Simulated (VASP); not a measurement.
Here is a VASP 6.6.1 calculation.

The input INCAR:

```
SYSTEM = MnS
  ALGO = Normal
  EDIFF = 1E-7
  ENCUT = 520
  GGA = PE
  ISIF = 2
  ISMEAR = -1
  ISPIN = 2
  LASPH = .TRUE.
  LCHARG = .FALSE.
  LDAU = .TRUE.
  LDAUJ = 0 0
  LDAUL = 2 -1
  LDAUPRINT = 1
  LDAUTYPE = 2
  LDAUU = 6.09 0
  LMAXMIX = 4
  LORBIT = 11
  LREAL = .FALSE.
  LWAVE = .FALSE.
  MAGMOM = 5 0
  NBANDS = 20
  NELM = 150
  PREC = Accurate
  SIGMA = 0.1
```

File KPOINTS:

```
k-points
0
G
  7 7 7
  0 0 0
```

POSCAR

```
MnS
1.0
    0.0000000000      2.8404420700      2.8404420700
    2.8404420700      0.0000000000      2.8404420700
    2.8404420700      2.8404420700      0.0000000000
Mn S
1 1
Direct
    0.0000000000      0.0000000000      0.0000000000
    0.2500000000      0.2500000000      0.2500000000
```

Potentials or basis: VASP PAW PBE potentials, release 64 (Mn_pv, S).

The run is started by

```console
$ cat potpaw_PBE.64/Mn_pv/POTCAR potpaw_PBE.64/S/POTCAR > POTCAR
$ mpirun -np 1 vasp_std > vasp.out
```

Problem. Estimate the pressure.

Solution. 3.5 GPa.

Problem. What does it give for the site moments?

Solution. Mn +4.66; S -0.00 μB.

Problem. Predict the band gap on the k mesh.

Solution. 1.52 eV, direct.

Problem. Estimate the net moment.

Solution. 5.00 μB per cell.

Eigenvalues of the final occupation matrices:
| site | spin | trace | eigenvalues |
| --- | --- | --- | --- |
| site 1 d | 1 | 4.73 | 0.94 0.94 0.95 0.95 0.95 |
| site 1 d | 2 | 0.16 | 0.01 0.01 0.04 0.04 0.04 |

Caveat: an odd mesh through Γ misses points on the zone boundary, where band edges often lie; a cell with one magnetic atom can't hold antiferromagnetic order, which such compounds often take.
